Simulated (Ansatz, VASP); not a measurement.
## Cu in VASP and in Ansatz

```
Cu
1.0
    -1.42115    1.42115    1.33480
     1.42115   -1.42115    1.33480
     1.42115    1.42115   -1.33480
Cu
1
Cartesian
  0.0000 0.0000 0.0000
```

Change from the starting cell: strain -0.015 along x and y, -0.030 along z, atoms carried along.

Alike in both runs: task single point; functional PBEsol; k mesh 24 × 24 × 24; occupations gaussian, width 0.15 eV; no spin polarisation.

```csv
,VASP,Ansatz
version,VASP 6.6.1,Ansatz 0.2.0
potentials or method,"VASP PAW PBE potentials, release 64 (Cu)","scalar-relativistic, plane waves, PAW"
plane-wave cutoff (eV),520,420
valence electrons in the cell,11,19
```

|  | VASP | Ansatz | Ansatz less VASP |
| --- | --- | --- | --- |
| gap on the k mesh at the Fermi level (eV) | none | none | - |
| pressure (GPa) | 10.6 | 9.8 | -0.74 |
| largest component of the traceless stress (GPa) | 0.32 | 0.30 | -0.017 |

A gap of «none» marks a metal or a gap that the smearing closes. With one functional, cell and mesh, what is left measures potentials, basis and numerics. The two sets of potentials don't hold the same shells in valence.

Caveats: the PAW data sets were made with another functional, which shifts forces and pressure a little (VASP).
